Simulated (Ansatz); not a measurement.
## Cost and result for the equilibrium volume of RuS2

```cif
data_structure
_symmetry_space_group_name_H-M 'Pa-3'
_symmetry_Int_Tables_number 205
_cell_length_a 5.6106
_cell_length_b 5.6106
_cell_length_c 5.6106
_cell_angle_alpha 90.000
_cell_angle_beta 90.000
_cell_angle_gamma 90.000
_cell_volume 176.62
loop_
_atom_site_label
_atom_site_type_symbol
_atom_site_symmetry_multiplicity
_atom_site_Wyckoff_symbol
_atom_site_fract_x
_atom_site_fract_y
_atom_site_fract_z
_atom_site_occupancy
Ru1 Ru 4 a 0.00000 0.50000 0.50000 1
S1 S 8 c 0.38831 0.11169 0.88831 1
```

| rung | level | program and potentials | cutoff (eV) | k mesh | smearing | core time | chip | equilibrium volume (Å³/atom) | notes |
| --- | --- | --- | --- | --- | --- | --- | --- | --- | --- |
| GGA | PBEsol | Ansatz, Ansatz PAW | 420 | 5 × 5 × 5 | fermi-dirac 0.05 | 48 s | Arm Neoverse V2 | 14.48 | potentials made for PBE, which Ansatz adapts in part |
| GGA | PBE | Ansatz, Ansatz PAW | 420 | 5 × 5 × 5 | fermi-dirac 0.05 | 49 s | Arm Neoverse V1 | 15.02 | - |
| LDA | LDA | Ansatz, Ansatz PAW | 420 | 5 × 5 × 5 | fermi-dirac 0.05 | 60 s | Arm Neoverse V1 | 14.24 | potentials made for PBE, which Ansatz adapts in part |
| meta-GGA | r2SCAN | Ansatz, Ansatz PAW | 500 | 5 × 5 × 5 | fermi-dirac 0.05 | 1.8 min | Arm Neoverse V2 | 14.89 | potentials made for PBE, which Ansatz adapts in part |

Times are single runs on shared hosts and different chips, so they are rough; meshes, cutoffs and the tasks' sizes weigh on the time. Task: relaxation of cell and atoms. All rows: no spin polarisation. Smearing widths are in eV. Meshes are those of the run's cell of 12 atoms unless a note names another. Relaxations start from the cell shown or near it and stop with a little pressure left. Runs on faulty files, with rough fits or with known faults for this quantity aren't shown. No row holds spin-orbit coupling.

By rung: LDA 14.24; GGA 14.48 to 15.02; meta-GGA 14.89 (Å³/atom).
